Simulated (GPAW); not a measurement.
# Al (Fm-3m) in GPAW: further runs

The runs below take Al through relaxation of cell and atoms, single point, with BLYP+D3(BJ), BLYP+D4, PBE, RPBE.

All numbers are computed with GPAW 26.7.0; they aren't measurements. Logs are shortened: lines on timing, memory, paths and dates and some standing lists are left out, and cuts for length are marked. The log counts tension as positive stress, the text compression.

## (1) The crystal as given

Symmetry: Fm-3m, No. 225, cubic system. Conventional cell: a = 4.050 Å, b = 4.050 Å, c = 4.050 Å, α = 90.00°, β = 90.00°, γ = 90.00°. Around Al (site symmetry m-3m) lie 12 Al at 2.86 Å.

## (2) Relaxation of cell and atoms, BLYP+D3(BJ)

run.py reads:

```python
from ase import Atoms
from ase.calculators.mixing import SumCalculator
from ase.filters import FrechetCellFilter
from ase.io import write
from ase.optimize import FIRE
from dftd3.ase import DFTD3
from gpaw import GPAW, PW, setup_paths

setup_paths.insert(0, '.')

atoms = Atoms(['Al'],
              cell=[[0.0, 2.024805, 2.024805],
                    [2.024805, 0.0, 2.024805],
                    [2.024805, 2.024805, 0.0]],
              scaled_positions=[[0.0, 0.0, 0.0]],
              pbc=True)

calc = GPAW(mode=PW(600),
            xc='BLYP',
            kpts={'size': (11, 11, 11), 'gamma': True},
            occupations={'name': 'fermi-dirac', 'width': 0.05},
            nbands=7,
            convergence={'density': 1e-05, 'forces': 0.0001},
            eigensolver='davidson',
            maxiter=150,
            txt='gpaw.txt')
atoms.calc = SumCalculator([calc, DFTD3(method='blyp', damping='d3bj')])
opt = FIRE(FrechetCellFilter(atoms), trajectory='relax.traj', logfile='-')
done = opt.run(fmax=0.02, steps=40)
calc.write('gs.gpw')
write('result.traj', atoms)
print('Converged:', done)
print('Cell:', atoms.cell.cellpar().round(4))
print('Volume:', round(atoms.get_volume(), 4))
print(atoms.get_scaled_positions().round(5))
```

Potentials or basis: PAW data sets generated in the run's folder for this functional, pw.

Started as:

```console
gpaw-setup -f BLYP Al
OMP_NUM_THREADS=1 python run.py
```

gpaw.txt:

```text
__  _  _
 | _ |_)|_||  |
 |__||  | ||/\| - 26.7.0

Input parameters:
  mode=PW(ecut=600.0),
  convergence={'density': 1e-05, 'forces': 0.0001},
  eigensolver=Davidson(niter=2),
  kpts=MonkhorstPack(size=(11, 11, 11), gamma=True),
  maxiter=150,
  nbands=7,
  occupations=Occupations(name='fermi-dirac', width=0.05),
  xc=XC(name='BLYP')

Diagonalizing LCAO Hamiltonian
Converting LCAO to pw mode

       Al

Atoms  # Å, Bohr magnetons
|   | symbol |        x |        y |        z |    initial magnetic moments |
|---|--------|----------|----------|----------|-----------------------------|
| 0 |     Al | 0.000000 | 0.000000 | 0.000000 | ( 0.0000,  0.0000,  0.0000) |

Unit cell  # Å
| periodic |        x |        y |        z |  lengths |    angles |
|----------|----------|----------|----------|----------|-----------|
|      yes | 0.000000 | 2.024805 | 2.024805 | 2.863507 | 60.000000 |
|      yes | 2.024805 | 0.000000 | 2.024805 | 2.863507 | 60.000000 |
|      yes | 2.024805 | 2.024805 | 0.000000 | 2.863507 | 60.000000 |

Number of symmetries: 48
Symmetry operations  # r_c * U_cc + t_c -> r_c
|    | kind |            matrix            |
|----|------|------------------------------|
|  0 |  σ   |  1, 0, 0,  1, 0,-1,  1,-1, 0 |
|  1 |  C2  |  1, 0, 0,  1,-1, 0,  1, 0,-1 |
|  2 |  E   |  1, 0, 0,  0, 1, 0,  0, 0, 1 |
|  3 |  σ   |  1, 0, 0,  0, 0, 1,  0, 1, 0 |
|  4 |  C4  |  1, 0,-1,  1, 0, 0,  1,-1, 0 |
|  5 |  S6  |  1, 0,-1,  1,-1, 0,  1, 0, 0 |
|  6 |  σ   |  1, 0,-1,  0, 1,-1,  0, 0,-1 |
|  7 |  C3  |  1, 0,-1,  0, 0,-1,  0, 1,-1 |
|  8 |  S6  |  1,-1, 0,  1, 0, 0,  1, 0,-1 |
[... 140 lines left out ...]
convergence criteria:
- Maximum integral of absolute [dens]ity change: 1e-05 electrons / valence electron
- Maximum change in the atomic [forces] across last 2 cycles: 0.0001 eV/Ang OR
Maximum error relative to the maximum force is below inf
- Maximum [total energy] change in last 3 cyles: 0.0005 eV / valence electron
- Maximum integral of absolute [eigenst]ate change: 4e-08 eV^2 / valence electron
maximum number of iterations: 150

SCF iterations
|iter     | |      energy | eigst |  dens |force |
|---------|-|-------------|-------|-------|------|
|iter:   1| |   -2.623632 | -0.21 |       |      |
|iter:   2| |   -2.625434 | -2.93 | -1.02 |      |
|iter:   3| |   -2.636871 | -3.52 | -1.04 |      |
|iter:   4| |   -2.638861 | -4.22 | -1.54 |      |
|iter:   5| |   -2.638875 | -6.62 | -2.75 |      |
|iter:   6| |   -2.638879c| -6.85 | -3.15 |      |
|iter:   7| |   -2.638879c| -9.05c| -4.48 |      |
|iter:   8| |   -2.638879c| -9.10c| -4.86 |      |
|iter:   9| |   -2.638879c|-11.71c| -6.18c|      |
|iter:  10| |   -2.638879c|-11.70c| -6.58c|-25.83c|

Converged in 10 steps
Energy contributions relative to reference atoms: (reference = -6607.531328)
[... 30 lines left out ...]
Stress tensor  # eV/Ang^3
|         x |         y |         z |
|-----------|-----------|-----------|
| -0.018831 | -0.000000 |  0.000000 |
| -0.000000 | -0.018831 |  0.000000 |
|  0.000000 |  0.000000 | -0.018831 |

Forces  # eV/Ang
|        x |        y |        z |
|----------|----------|----------|
| -0.00000 | -0.00000 | -0.00000 |  # Al   0

Interpolating wave functions to new cell

       Al

Atoms  # Å, Bohr magnetons
|   | symbol |         x |         y |         z |    initial magnetic moments |
|---|--------|-----------|-----------|-----------|-----------------------------|
| 0 |     Al | -0.000000 | -0.000000 | -0.000000 | ( 0.0000,  0.0000,  0.0000) |
[... 213 lines left out ...]
Stress tensor  # eV/Ang^3
|         x |         y |         z |
|-----------|-----------|-----------|
| -0.025833 | -0.000000 | -0.000000 |
| -0.000000 | -0.025833 | -0.000000 |
| -0.000000 | -0.000000 | -0.025833 |

Forces  # eV/Ang
|        x |       y |       z |
|----------|---------|---------|
| -0.00000 | 0.00000 | 0.00000 |  # Al   0

Interpolating wave functions to new cell

       Al

Atoms  # Å, Bohr magnetons
|   | symbol |         x |         y |         z |    initial magnetic moments |
|---|--------|-----------|-----------|-----------|-----------------------------|
| 0 |     Al | -0.000000 | -0.000000 | -0.000000 | ( 0.0000,  0.0000,  0.0000) |
[... 213 lines left out ...]
Stress tensor  # eV/Ang^3
|         x |         y |         z |
|-----------|-----------|-----------|
| -0.039710 | -0.000000 | -0.000000 |
| -0.000000 | -0.039710 | -0.000000 |
| -0.000000 | -0.000000 | -0.039710 |

Forces  # eV/Ang
|       x |        y |       z |
|---------|----------|---------|
| 0.00000 | -0.00000 | 0.00000 |  # Al   0

Interpolating wave functions to new cell

       Al

Atoms  # Å, Bohr magnetons
|   | symbol |         x |         y |         z |    initial magnetic moments |
|---|--------|-----------|-----------|-----------|-----------------------------|
| 0 |     Al | -0.000000 | -0.000000 | -0.000000 | ( 0.0000,  0.0000,  0.0000) |
[... 444 lines left out ...]
Stress tensor  # eV/Ang^3
|         x |         y |         z |
|-----------|-----------|-----------|
| -0.058970 | -0.000000 | -0.000000 |
| -0.000000 | -0.058970 |  0.000000 |
| -0.000000 |  0.000000 | -0.058970 |

Forces  # eV/Ang
|       x |       y |       z |
|---------|---------|---------|
| 0.00000 | 0.00000 | 0.00000 |  # Al   0

Interpolating wave functions to new cell

       Al

Atoms  # Å, Bohr magnetons
|   | symbol |         x |         y |         z |    initial magnetic moments |
|---|--------|-----------|-----------|-----------|-----------------------------|
| 0 |     Al | -0.000000 | -0.000000 | -0.000000 | ( 0.0000,  0.0000,  0.0000) |

Unit cell  # Å
| periodic |         x |        y |         z |  lengths |    angles |
|----------|-----------|----------|-----------|----------|-----------|
|      yes | -0.000000 | 1.976408 |  1.976408 | 2.795063 | 60.000000 |
|      yes |  1.976408 | 0.000000 |  1.976408 | 2.795063 | 60.000000 |
|      yes |  1.976408 | 1.976408 | -0.000000 | 2.795063 | 60.000000 |

Number of symmetries: 48
Symmetry operations  # r_c * U_cc + t_c -> r_c
|    | kind |            matrix            |
|----|------|------------------------------|
|  0 |  σ   |  1, 0, 0,  1, 0,-1,  1,-1, 0 |
|  1 |  C2  |  1, 0, 0,  1,-1, 0,  1, 0,-1 |
|  2 |  E   |  1, 0, 0,  0, 1, 0,  0, 0, 1 |
|  3 |  σ   |  1, 0, 0,  0, 0, 1,  0, 1, 0 |
|  4 |  C4  |  1, 0,-1,  1, 0, 0,  1,-1, 0 |
|  5 |  S6  |  1, 0,-1,  1,-1, 0,  1, 0, 0 |
|  6 |  σ   |  1, 0,-1,  0, 1,-1,  0, 0,-1 |
|  7 |  C3  |  1, 0,-1,  0, 0,-1,  0, 1,-1 |
|  8 |  S6  |  1,-1, 0,  1, 0, 0,  1, 0,-1 |
|  9 |  C4  |  1,-1, 0,  1, 0,-1,  1, 0, 0 |
| 10 |  C3  |  1,-1, 0,  0,-1, 1,  0,-1, 0 |
| 11 |  σ   |  1,-1, 0,  0,-1, 0,  0,-1, 1 |
| 12 |  σ   |  0, 1, 0,  1, 0, 0,  0, 0, 1 |
| 13 |  C4  |  0, 1, 0,  0, 1,-1, -1, 1, 0 |
[... 416 lines left out ...]
Stress tensor  # eV/Ang^3
|         x |         y |         z |
|-----------|-----------|-----------|
| -0.058009 |  0.000000 | -0.000000 |
|  0.000000 | -0.058009 |  0.000000 |
| -0.000000 |  0.000000 | -0.058009 |

Forces  # eV/Ang
|        x |       y |       z |
|----------|---------|---------|
| -0.00000 | 0.00000 | 0.00000 |  # Al   0

Interpolating wave functions to new cell

       Al

Atoms  # Å, Bohr magnetons
|   | symbol |         x |         y |         z |    initial magnetic moments |
|---|--------|-----------|-----------|-----------|-----------------------------|
| 0 |     Al | -0.000000 | -0.000000 | -0.000000 | ( 0.0000,  0.0000,  0.0000) |
[... 211 lines left out ...]
Stress tensor  # eV/Ang^3
|         x |         y |         z |
|-----------|-----------|-----------|
| -0.057313 |  0.000000 |  0.000000 |
|  0.000000 | -0.057313 | -0.000000 |
|  0.000000 | -0.000000 | -0.057313 |

Forces  # eV/Ang
|       x |        y |        z |
|---------|----------|----------|
| 0.00000 | -0.00000 | -0.00000 |  # Al   0

# Writing to gs.gpw (mode='')
```

Run time: 29 s. Hardware: 1 thread of Arm Neoverse V1, shared host; peak memory 0.17 GiB.

Results:

| Quantity | Value |
| --- | --- |
| Free energy | -3.4277 eV |
| Relaxed volume | 15.47 Å³/atom |
| Relaxed cell | a = 2.797 Å, b = 2.797 Å, c = 2.797 Å, α = 60.00°, β = 60.00°, γ = 60.00° |
| Space group after relaxing (to 0.05 Å) | Fm-3m (No. 225) |
| Energy gained by relaxing | 17.0 meV/atom |
| Ionic steps | 8 |
| Pressure after relaxing | 0.2 GPa |
| Band gap on the k mesh | none (metal or under the smearing width) |
| Dispersion energy per atom | -0.829 eV |

Step by step:
```tsv
step	energy change (eV)	largest force (eV/Å)	pressure (GPa)	volume (Å³)
1	0.0000	0.0000	-4.70	16.60
2	-0.0064	0.0000	-3.83	16.36
3	-0.0143	0.0000	-2.07	15.94
4	-0.0169	0.0000	0.44	15.43
5	-0.0169	0.0000	0.42	15.43
6	-0.0170	0.0000	0.37	15.44
7	-0.0170	0.0000	0.29	15.45
8	-0.0170	0.0000	0.20	15.47
```

Final structure:
```xyz
1
Lattice="0.0000 1.9777 1.9777 1.9777 0.0000 1.9777 1.9777 1.9777 0.0000" Properties=species:S:1:pos:R:3 pbc="T T T"
Al    0.0000    0.0000    0.0000
```

Caveat: later steps reuse the first step's grids; pairwise dispersion overbinds metals, which lowers pressure and volume.

(Continued in part 2 of 2.)
